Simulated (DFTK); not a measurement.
**TaS2 under changes of volume**

One of the cells (18.984 Å³/atom); the others are scaled copies at fixed shape and fractional positions:

```
Ta S
1.0
     3.35000    0.00000    0.00000
    -1.67500    2.90119    0.00000
     0.00000    0.00000    5.86000
Ta S
1 2
Direct
  0.00000 0.00000 0.00000
  0.66667 0.33333 0.75000
  0.33333 0.66667 0.25000
```

| Item | Value |
| --- | --- |
| Program | DFTK 0.8.2 |
| Functional | AM05 |
| Potentials or basis | SG15 1.2 (PBE) |
| Cutoff | 952 eV |
| k mesh | 5 × 5 × 3 |
| Occupations | fermi-dirac, width 0.05 eV |
| Spin | no spin polarisation |

| volume (Å³/atom) | energy over the lowest point (meV/atom) | pressure (GPa) | largest force (eV/Å) |
| --- | --- | --- | --- |
| 17.845 | 84.85 | 15.7 | 1.963 |
| 18.225 | 52.00 | 11.9 | 1.558 |
| 18.605 | 27.89 | 8.4 | 1.180 |
| 18.984 | 11.69 | 5.2 | 0.827 |
| 19.364 | 2.62 | 2.4 | 0.499 |
| 19.744 | 0.00 | -0.2 | 0.194 |
| 20.123 | ? | ? | ? |

What does the run at 20.123 Å³/atom give?

Energy over the lowest point 3.27 meV/atom; pressure -2.6 GPa; largest force 0.092 eV/Å.

Worked out: A Birch-Murnaghan fit of order 3 (a polynomial in V^(-2/3)) to the other rows has its minimum at 19.72 Å³/atom with B0 = V·E''(V) = 129 GPa and B' = 4.1 at fixed shape and positions, which overstates the stiffness. It gives 3.24 meV/atom at 20.123 Å³/atom, against the run's 3.27, and -dE/dV = -2.5 GPa, against -2.6.

Energies are extrapolated to zero smearing.

Caveats: all runs use coarse meshes; the potentials were made for another functional, which shifts forces and pressure; this functional lacks dispersion, which binds the layers, so the pressure and a relaxed spacing across them are unreliable.
